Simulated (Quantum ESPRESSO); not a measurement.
**SrCl2 under changes of volume**

One of the cells (28.299 Å³/atom); the others are scaled copies at fixed shape and fractional positions:

```
CELL_PARAMETERS angstrom
0.00000 3.48835 3.48835
3.48835 0.00000 3.48835
3.48835 3.48835 0.00000
ATOMIC_POSITIONS crystal
Sr 0.00000 0.00000 0.00000
Cl 0.75000 0.75000 0.75000
Cl 0.25000 0.25000 0.25000
```

- Program: Quantum ESPRESSO 7.5
- Functional: PBEsol
- Potentials or basis: GBRV 1.5 PBEsol
- Cutoff: 612 eV
- Density cutoff: 4898 eV
- k mesh: 7 × 7 × 7
- Occupations: fermi-dirac, width 0.05 eV
- Spin: no spin polarisation

```tsv
volume (Å³/atom)	energy over the lowest point (meV/atom)	pressure (GPa)	gap on the mesh (eV)
26.601	?	?	?
27.167	0.07	0.4	5.33
27.733	0.00	-0.4	5.26
28.299	2.56	-1.1	5.18
28.865	7.46	-1.7	5.11
29.431	14.46	-2.3	5.03
29.997	23.32	-2.8	4.96
```

Task: What does the run at 26.601 Å³/atom give?

Result: Energy over the lowest point 3.08 meV/atom; pressure 1.3 GPa; gap on the mesh 5.41 eV.

Worked out: A Birch-Murnaghan fit of order 3 (a polynomial in V^(-2/3)) to the other rows has its minimum at 27.46 Å³/atom with B0 = V·E''(V) = 38 GPa and B' = 4.6. It gives 3.09 meV/atom at 26.601 Å³/atom, against the run's 3.08, and -dE/dV = 1.3 GPa, against 1.3. A straight line through the other rows of the gap, of slope -3.76 eV per unit of ln V, extrapolates to 5.41 eV, against the run's 5.41.

Energies are extrapolated to zero smearing.

Caveats: an odd mesh through Γ misses points on the zone boundary, where band edges often lie. Spin-orbit coupling on Sr is left out.
